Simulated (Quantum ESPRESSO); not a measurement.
Al: phonons at N under several settings

```
Al
1.0
    -1.59122    1.59122    1.59122
     1.59122   -1.59122    1.59122
     1.59122    1.59122   -1.59122
Al
1
Cartesian
  0.0000 0.0000 0.0000
```

This isn't the form of Al at room conditions, which is fcc.

All runs used Quantum ESPRESSO 7.5; k mesh 12 × 12 × 12; relaxed cell; no spin polarisation; occupations cold, width 0.2 eV.

| level | potentials | cutoff (eV) | volume (Å³/atom) | frequencies (cm⁻¹) |
| --- | --- | --- | --- | --- |
| LDA | PseudoDojo 0.4.1 SR LDA standard | 599 | 16.16 | 120i 206 315 |
| PBE | PseudoDojo 0.4.1 SR PBE standard | 544 | 16.88 | 117i 200 307 |
| PBEsol | PseudoDojo 0.4.1 SR PBEsol standard | 544 | 16.55 | 117i 208 317 |
| WC | PseudoDojo 0.4.1 SR PBE standard | 544 | ? | ? |
| AM05 | PseudoDojo 0.4.1 SR PBE standard | 544 | 16.42 | 114i 219 329 |
| revPBE | PseudoDojo 0.4.1 SR PBE standard | 544 | 16.90 | 117i 199 307 |
| vdW-DF-cx | PseudoDojo 0.4.1 SR PBE standard | 544 | 16.97 | 117i 197 309 |

Question: What stands in the row left open?

Answer: Volume 16.81 Å³/atom; frequencies 117i 202 310 cm⁻¹.

Values marked i are imaginary: the cell is unstable against those modes at that level, or the meshes are too thin.

Caveats: some modes are imaginary; the potentials were made for another functional, which shifts forces and pressure (some runs).

For the row left open. Caveat: the potentials were made for another functional, which shifts forces and pressure; some modes are imaginary.
